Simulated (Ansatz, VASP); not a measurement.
W: VASP beside Ansatz

File INCAR:

```
ALGO = Normal
EDIFF = 1E-6
EDIFFG = -0.04
ENCUT = 600
GGA = PE
IBRION = 2
ISIF = 3
ISMEAR = 0
LASPH = True
LCHARG = False
LREAL = False
LWAVE = False
NELM = 100
NSW = 90
PREC = Accurate
SIGMA = 0.1
```

File KPOINTS:

```
k-points
0
Gamma
  6 6 6
```

POSCAR

```
W
1.0
    2.5551488903      0.0000000000      0.0000000000
    0.0000000000      2.5551488903      0.0000000000
    0.0000000000      0.0000000000      2.5551488903
W
1
Direct
    0.0000000000      0.0000000000      0.0000000000
```

Input for Ansatz:

```yaml
crystal:
  lattice:
    - [2.5551488903, 0.0, 0.0]
    - [0.0, 2.5551488903, 0.0]
    - [0.0, 0.0, 2.5551488903]
  atoms:
    - { symbol: W, position: [0.0, 0.0, 0.0] }
basis:
  ecutwfc: 420
kpoints:
  mp_grid: { grid: [6, 6, 6] }
hamiltonian:
  xc: pbe
scf:
  occupations: { method: gaussian, width: 0.1 }
  lower_state_search: "off"
output:
  forces: true
  stress: true
  eigenvalues: true
relax:
  adjacent_minimum: "off"
  f_tol: 0.04
  max_steps: 70
  cell: { stress_tol: 0.4 }
```

Alike in both runs: task relaxation of cell and atoms; functional PBE; k mesh 6 × 6 × 6; occupations gaussian, width 0.1 eV; no spin polarisation.

```csv
,VASP,Ansatz
version,VASP 6.6.1,Ansatz 0.2.0
potentials or method,"VASP PAW PBE potentials, release 64 (W_sv)","scalar-relativistic, plane waves, PAW"
plane-wave cutoff (eV),600,420
valence electrons in the cell,14,14
```

|  | VASP | Ansatz | Ansatz less VASP |
| --- | --- | --- | --- |
| gap on the k mesh at the Fermi level, each at its own relaxed structure (eV) | none | none | - |
| relaxed volume (Å³/atom) | 18.25 | 18.17 | -0.080 |
| relaxed cell length with the largest relative difference (Å) | 2.633 | 2.629 | -0.0039 |
| energy change over the relaxation (meV/atom) | -107 | -99 | +8.1 |

A gap of «none» marks a metal or a gap that the smearing closes.

Caveats: the k mesh is coarse (spacing up to 0.41 Å⁻¹), so the values aren't converged. The runs have no spin-orbit coupling, so splittings on W are missing.
